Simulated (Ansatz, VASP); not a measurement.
# Si5Se: VASP beside Ansatz

```xyz
6
Lattice="0.0000 3.6655 3.6655 3.6655 0.0000 3.6655 3.6655 3.6655 0.0000" Properties=species:S:1:pos:R:3 pbc="T T T"
Si    1.8328    1.8328    1.8328
Si    2.7496    4.5815    2.7496
Si    2.7496    2.7496    4.5815
Si    4.5815    4.5815    4.5815
Si    4.5815    2.7496    2.7496
Se    0.0000    0.0000    0.0000
```

Change from the starting cell: species swapped into the Be5Pt type (F-43m, No. 216).

Alike in both runs: functional PBE; k mesh 10 × 10 × 10; occupations gaussian, width 0.1 eV; no spin polarisation.

Ansatz relaxed the structure, and its values are those at the end. VASP's run is a single point on that final structure, the one shown.

|  | VASP | Ansatz |
| --- | --- | --- |
| version | VASP 6.6.1 | Ansatz 0.2.0 |
| potentials or method | VASP PAW PBE potentials, release 64 (Si, Se) | scalar-relativistic, plane waves, PAW |
| plane-wave cutoff (eV) | 520 | 420 |
| valence electrons in the cell | 26 | 36 |

```csv
,VASP,Ansatz,Ansatz less VASP
gap on the k mesh at the Fermi level (eV),none,none,-
pressure (GPa),0.0,0.0,+0.01
```

A gap of «none» marks a metal or a gap that the smearing closes. The two sets of potentials don't hold the same shells in valence.
